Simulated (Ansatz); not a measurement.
Piezoelectric response of BeS (computed with Ansatz 0.2.0)

Space group F-43m (No. 216), 2 atoms in the cell of the first input below: a = 3.448 Å, b = 3.448 Å, c = 3.448 Å, α = 60.00°, β = 60.00°, γ = 60.00°.

The structure is a measured one, not always of the ambient phase, relaxed without spin–orbit coupling to zero pressure (pressure 0.0 GPa with this functional, without spin–orbit coupling). Functional: PBE.

Input:

```yaml
crystal:
  lattice:
    - [0.0, 2.4380427912, 2.4380427912]
    - [2.4380427912, 0.0, 2.4380427912]
    - [2.4380427912, 2.4380427912, 0.0]
  atoms:
    - { symbol: Be, position: [0.0, 0.0, 0.0] }
    - { symbol: S, position: [0.75, 0.75, 0.75] }
basis:
  ecutwfc: 420
  ecutrho_ratio: 4
kpoints:
  mp_grid: { grid: [12, 12, 12] }
hamiltonian:
  xc: pbe
scf:
  occupations: { method: fixed }
output:
  forces: true
  stress: true
  eigenvalues: true
  polarization: {}
elastic:
  mode: relaxed_ion
  stencil: two_point
```

```bash
ansatz run input.yaml --threads 4 --pin off --max-ram 9216MiB --backend cpu --events-out ev --progress --plain --runs-dir out
```

Time: 20 s on 4 threads of Arm Neoverse V2 (shared host), peak memory 0.37 GiB.

Elastic constants with relaxed ions (GPa, engineering shears):

|  | xx | yy | zz | yz | xz | xy |
| --- | --- | --- | --- | --- | --- | --- |
| xx | 157.4 | 60.7 | 60.7 | 0.0 | 0.0 | 0.0 |
| yy | 60.7 | 157.4 | 60.7 | 0.0 | 0.0 | 0.0 |
| zz | 60.7 | 60.7 | 157.4 | 0.0 | 0.0 | 0.0 |
| yz | 0.0 | 0.0 | 0.0 | 82.3 | 0.0 | 0.0 |
| xz | 0.0 | 0.0 | 0.0 | 0.0 | 82.3 | 0.0 |
| xy | 0.0 | 0.0 | 0.0 | 0.0 | 0.0 | 82.3 |

Proper piezoelectric stress tensor e (C/m²):

```tsv
	xx	yy	zz	yz	xz	xy
x	0.000	0.000	0.000	0.233	0.000	0.000
y	0.000	0.000	0.000	0.000	0.233	0.000
z	0.000	0.000	0.000	0.000	0.000	0.233
```

Signs follow the polarity of the cell as typed: the inverted crystal has all signs reversed.

Q: Which piezoelectric strain constant d is largest in size (symmetry may tie others with it)?

A: d = e C⁻¹ gives d(x; yz) = 2.8 pC/N, tied by symmetry with others.

|  | xx | yy | zz | yz | xz | xy |
| --- | --- | --- | --- | --- | --- | --- |
| x | 0.0 | 0.0 | 0.0 | 2.8 | 0.0 | 0.0 |
| y | 0.0 | 0.0 | 0.0 | 0.0 | 2.8 | 0.0 |
| z | 0.0 | 0.0 | 0.0 | 0.0 | 0.0 | 2.8 |

BeS responds piezoelectrically only to shear in the cube planes, with one independent coefficient, 0.233 C/m². Tetrahedral symmetry cancels the polarization from strains along the cube axes, so hydrostatic pressure produces none either. A longitudinal response still exists along the body diagonals, where the polar Be–S bonds lie.

Under shear, the two sublattices shift against each other while charge redistributes within the bonds. In zinc-blende crystals these ionic and electronic contributions generally oppose each other, which probably keeps the net coefficient modest here. The strain constant of 2.8 pC/N is further limited by the shear stiffness of 82.3 GPa, as expected for a network of short, directional, partly covalent bonds. The lattice is softer against tetragonal distortion, but that mode carries no polarization and so cannot enhance d.

The elastic constants also satisfy the cubic conditions for stability against small homogeneous strains. The total response alone doesn't show how far the ionic and electronic parts cancel.
